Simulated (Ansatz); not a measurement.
# GaP under changes of volume

One of the cells (21.026 Å³/atom); the others are scaled copies at fixed shape and fractional positions:

```xyz
4
Lattice="1.9430 1.1218 6.4308 -1.9430 1.1218 6.4308 0.0000 -2.2436 6.4308" Properties=species:S:1:pos:R:3 pbc="T T T"
Ga    0.0000    0.0000   10.8930
Ga    0.0000    0.0000    8.3994
P     0.0000    0.0000   18.1853
P     0.0000    0.0000    1.1072
```

Measurements of this composition are mostly on another form, of space group No. 216.

| Quantity | Value |
| --- | --- |
| Program | Ansatz 0.2.0 |
| Functional | LDA |
| Potentials or basis | all-electron LAPW, scalar-relativistic |
| Cutoff | 285 eV (chosen from the basis error) |
| Basis error allowed | 0.002 eV/atom |
| k mesh | 8 × 8 × 8 |
| Occupations | fermi-dirac, width 0.05 eV |
| Spin | no spin polarisation |

| volume (Å³/atom) | energy over the lowest point (meV/atom) | pressure (GPa) | gap on the mesh (eV) | largest force (eV/Å) |
| --- | --- | --- | --- | --- |
| 19.764 | 0.00 | -0.3 | 0.71 | 0.303 |
| 20.185 | 3.02 | -2.0 | 0.72 | 0.239 |
| 20.605 | 10.16 | -3.4 | 0.72 | 0.180 |
| 21.026 | 20.96 | -4.8 | 0.71 | 0.125 |
| 21.446 | 35.01 | -5.9 | 0.70 | 0.074 |
| 21.867 | 51.93 | -6.9 | 0.68 | 0.027 |
| 22.287 | ? | ? | ? | ? |

Question: What does the run at 22.287 Å³/atom give?

Answer: Energy over the lowest point 71.40 meV/atom; pressure -7.9 GPa; gap on the mesh 0.66 eV; largest force 0.022 eV/Å.

Worked out: A Birch-Murnaghan fit of order 3 (a polynomial in V^(-2/3)) to the other rows has its minimum at 19.69 Å³/atom, just outside them, with B0 = V·E''(V) = 85 GPa and B' = 4.7 at fixed shape and positions, which overstates the stiffness. It gives 71.36 meV/atom at 22.287 Å³/atom, against the run's 71.40, and -dE/dV = -7.9 GPa, against -7.9. A parabola through the other rows of the gap, of slope -1.49 eV per unit of ln V there, extrapolates to 0.65 eV, against the run's 0.66.

Energies are extrapolated to zero smearing.

A mesh can miss the band edges. Spin-orbit coupling on Ga is left out.
